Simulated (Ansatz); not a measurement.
# InSe: the cost of one run

Method: DFT PBE, scalar-relativistic, plane waves, PAW, in Ansatz 0.2.0.

### 1 Starting point

It takes space group P-6m2 (No. 187, hexagonal). Conventional cell: a = 4.047 Å, b = 4.047 Å, c = 18.052 Å, α = 90.00°, β = 90.00°, γ = 120.00°. In (site symmetry 3m) is surrounded by 3 Se at 2.65 Å and 1 In at 2.79 Å. Around Se (site symmetry 3m) lie 3 In at 2.65 Å.

As a file:

```
In Se
1.0
     8.09466    0.00000    0.00000
    -4.04733    7.01018    0.00000
     0.00000    0.00000   18.05206
In Se
16 16
Direct
  0.00000 0.00000 0.57739
  0.00000 0.50000 0.57739
  0.50000 0.00000 0.57739
  0.50000 0.50000 0.57739
  0.00000 0.00000 0.42261
  0.00000 0.50000 0.42261
  0.50000 0.00000 0.42261
  0.50000 0.50000 0.42261
  0.16667 0.33333 0.92261
  0.16667 0.83333 0.92261
  0.66667 0.33333 0.92261
  0.66667 0.83333 0.92261
  0.16667 0.33333 0.07739
  0.16667 0.83333 0.07739
  0.66667 0.33333 0.07739
  0.66667 0.83333 0.07739
  0.33333 0.16667 0.85300
  0.33333 0.66667 0.85300
  0.83333 0.16667 0.85300
  0.83333 0.66667 0.85300
  0.33333 0.16667 0.14700
  0.33333 0.66667 0.14700
  0.83333 0.16667 0.14700
  0.83333 0.66667 0.14700
  0.16667 0.33333 0.64702
  0.16667 0.83333 0.64702
  0.66667 0.33333 0.64702
  0.66667 0.83333 0.64702
  0.16667 0.33333 0.35298
  0.16667 0.83333 0.35298
  0.66667 0.33333 0.35298
  0.66667 0.83333 0.35298
```

The runs take a perfect supercell of 32 atoms; the defect goes to fractional position (0.000, 0.000, 0.577).

### 2 The perfect supercell

Contents of input.yaml:

```yaml
crystal:
  lattice:
    - [8.094659, 0.0, 0.0]
    - [-4.047329, 7.01018, 0.0]
    - [0.0, 0.0, 18.052065]
  atoms:
    - { symbol: In, position: [0.0, 0.0, 0.577394] }
    - { symbol: In, position: [0.0, 0.5, 0.577394] }
    - { symbol: In, position: [0.5, 0.0, 0.577394] }
    - { symbol: In, position: [0.5, 0.5, 0.577394] }
    - { symbol: In, position: [0.0, 0.0, 0.422606] }
    - { symbol: In, position: [0.0, 0.5, 0.422606] }
    - { symbol: In, position: [0.5, 0.0, 0.422606] }
    - { symbol: In, position: [0.5, 0.5, 0.422606] }
    - { symbol: In, position: [0.166667, 0.333333, 0.92261] }
    - { symbol: In, position: [0.166667, 0.833333, 0.92261] }
    - { symbol: In, position: [0.666667, 0.333333, 0.92261] }
    - { symbol: In, position: [0.666667, 0.833333, 0.92261] }
    - { symbol: In, position: [0.166667, 0.333333, 0.07739] }
    - { symbol: In, position: [0.166667, 0.833333, 0.07739] }
    - { symbol: In, position: [0.666667, 0.333333, 0.07739] }
    - { symbol: In, position: [0.666667, 0.833333, 0.07739] }
    - { symbol: Se, position: [0.333333, 0.166667, 0.853] }
    - { symbol: Se, position: [0.333333, 0.666667, 0.853] }
    - { symbol: Se, position: [0.833333, 0.166667, 0.853] }
    - { symbol: Se, position: [0.833333, 0.666667, 0.853] }
    - { symbol: Se, position: [0.333333, 0.166667, 0.147] }
    - { symbol: Se, position: [0.333333, 0.666667, 0.147] }
    - { symbol: Se, position: [0.833333, 0.166667, 0.147] }
    - { symbol: Se, position: [0.833333, 0.666667, 0.147] }
    - { symbol: Se, position: [0.166667, 0.333333, 0.647016] }
    - { symbol: Se, position: [0.166667, 0.833333, 0.647016] }
    - { symbol: Se, position: [0.666667, 0.333333, 0.647016] }
    - { symbol: Se, position: [0.666667, 0.833333, 0.647016] }
    - { symbol: Se, position: [0.166667, 0.333333, 0.352984] }
    - { symbol: Se, position: [0.166667, 0.833333, 0.352984] }
    - { symbol: Se, position: [0.666667, 0.333333, 0.352984] }
    - { symbol: Se, position: [0.666667, 0.833333, 0.352984] }
basis:
  ecutwfc: 420
  fft_grid_basis: typed
kpoints:
  mp_grid: { grid: [3, 3, 1] }
hamiltonian:
  xc: pbe
  pseudopotentials: { kind: paw }
scf:
  occupations: { method: gaussian, width: 0.05 }
output:
  forces: true
  stress: false
  eigenvalues: true
  bader: false
  write_density: true
  volumetric_format: npy
```

Command:

```
$ ansatz run input.yaml --threads 4 --pin off --max-ram 10240MiB --backend cpu --events-out ev --progress --plain --runs-dir out
```

**Question.** How long does this run take on 4 threads of Arm Neoverse N1, shared host, and how much memory does it need?

About 51 s, with a peak of 3.5 GiB.
